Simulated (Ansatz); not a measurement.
**CuO: from the end of a run back to its start**

CuO is taken as a measured crystal structure (space group C2/c, primitive cell doubled), 8 atoms in the cell. Source: COD entry 1011148; it may be a high-temperature, high-pressure or metastable form.

```
Cu O
1.0
    -1.48520    1.70500   -5.03824
    -2.32650   -1.70500    0.00000
    -3.16780    1.70500    5.03824
Cu O
4 4
Direct
  0.00000 0.50000 0.00000
  0.50000 0.50000 0.50000
  0.00000 0.00000 0.50000
  0.50000 0.00000 0.00000
  0.58300 0.08400 0.33300
  0.08300 0.08400 0.83300
  0.91700 0.91600 0.16700
  0.41700 0.91600 0.66700
```

Site labels below count the atoms in this order, from 1.

These are results of Ansatz development build ahead of 0.2.0, DFT, r2SCAN, PAW, plane waves, scalar-relativistic, not measurements.

```json
{
  "Plane-wave cutoff": "500 eV",
  "k-point mesh": "4×6×3 (Γ-centred)",
  "Occupations": "Gaussian smearing, 0.1 eV",
  "Valence electrons": "100"
}
```

The total moment includes the space between the atomic spheres.

A semilocal functional without U tends to delocalise d and f electrons, and can give a metal where the real compound is an insulator. Gaps of semilocal functionals run low against measured ones.

The mesh is too coarse to rank close states of a metal with certainty: differences of some tens of meV/atom may change, at times in sign.

In a plain SCF nothing is tried after convergence. The default search runs further SCF cycles only where the state itself hints at a lower one. With a search on, the program may also reshape the start on open shells.

One run gave this history:

```tsv
iteration	Harris–Foulkes energy + 28793 (eV)	largest residual (eV)	M (μB)	absolute moment (μB)
1	0.4093	3.75e+00	0.00	1.53
2	-0.3933	1.59e+00	0.00	1.69
3	-0.8421	7.62e-01	0.00	1.75
4	-1.2961	2.78e-01	0.00	1.91
5	-1.3534	1.24e-01	0.00	1.98
6	-1.3632	6.25e-03	0.00	2.09
7	-1.4008	1.21e-02	0.00	2.16
10	-1.4412	6.58e-03	0.00	2.45
12	-1.4539	2.07e-02	0.00	2.69
14	-1.4727	6.88e-02	0.00	2.96
16	-1.4970	1.29e-01	0.00	3.18
18	-1.5150	2.43e-02	0.00	3.25
20	-1.5304	3.44e-03	0.00	3.31
23	-1.5336	5.90e-05	0.00	3.38
25	-1.5337	1.65e-06	0.00	3.38
27	-1.5337	1.17e-06	0.00	3.39
29	-1.5337	4.16e-08	0.00	3.38
```

It ended antiferromagnetic, site moments Cu1 0.61, Cu2 -0.61, Cu3 0.60, Cu4 -0.60, O5 -0.15, O6 0.15, O7 0.15, O8 -0.15 μB, total 0.00 μB per cell, no gap on the k-mesh.

Task: These set-ups ended in different states. Which one gave the run above?
A. parallel moments, plain SCF [Cu1 1.00, Cu2 1.00, Cu3 1.00, Cu4 1.00 μB]
B. opposed moments ++--, plain SCF [Cu1 1.00, Cu2 1.00, Cu3 -1.00, Cu4 -1.00 μB]
C. opposed moments +-+-, default search for lower states [Cu1 1.00, Cu2 -1.00, Cu3 1.00, Cu4 -1.00 μB]
D. opposed moments +--+, plain SCF [Cu1 1.00, Cu2 -1.00, Cu3 -1.00, Cu4 1.00 μB]

Result: C. The others ended as follows, with energies against this run: “opposed moments ++--, plain SCF” antiferromagnetic, -29.2 meV/atom; “opposed moments +--+, plain SCF” antiferromagnetic, -37.8 meV/atom; “parallel moments, plain SCF” ferromagnetic, +1.2 meV/atom.
